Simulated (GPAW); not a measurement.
The system is AlO.

```
CELL_PARAMETERS angstrom
2.76919 0.00000 0.00000
0.00000 2.76919 0.00000
0.00000 0.00000 2.76919
ATOMIC_POSITIONS crystal
Al 0.50000 0.50000 0.50000
O 0.00000 0.00000 0.00000
```

The cell was built by a generator and needn't be a form met in nature.

| Item | Value |
| --- | --- |
| Program | GPAW 26.7.0 |
| Task | relaxation of cell and atoms |
| Functional | PBEsol |
| Potentials or basis | PAW data sets generated in the run's folder for this functional |
| Cutoff | 800 eV |
| Basis | pw |
| k mesh | 8 × 8 × 8 |
| Occupations | fermi-dirac, width 0.05 eV |
| Spin | no spin polarisation |

At the start: pressure -4.2 GPa; volume 10.62 Å³/atom.

Q: How do energy, volume and symmetry change on relaxing?

A: Over 3 steps the energy falls by 4.2 meV/atom and the volume is 10.28 Å³/atom (-3.1 %); space group Pm-3m (No. 221, to 0.05 Å).

Step by step:
| step | energy change (eV) | largest force (eV/Å) | pressure (GPa) | volume (Å³) |
| --- | --- | --- | --- | --- |
| 1 | 0.0000 | 0.0000 | -4.20 | 21.24 |
| 2 | -0.0029 | 0.0000 | -3.44 | 21.11 |
| 3 | -0.0084 | 0.0000 | 0.12 | 20.57 |

Final structure:
```
Al O
1.0
     2.73984    0.00000    0.00000
     0.00000    2.73984    0.00000
     0.00000    0.00000    2.73984
Al O
1 1
Direct
  0.50000 0.50000 0.50000
  0.00000 0.00000 0.00000
```

Caveat: later steps reuse the first step's grids; an odd number of electrons without spin polarisation forces a metal; a magnetic or distorted state may lie lower.
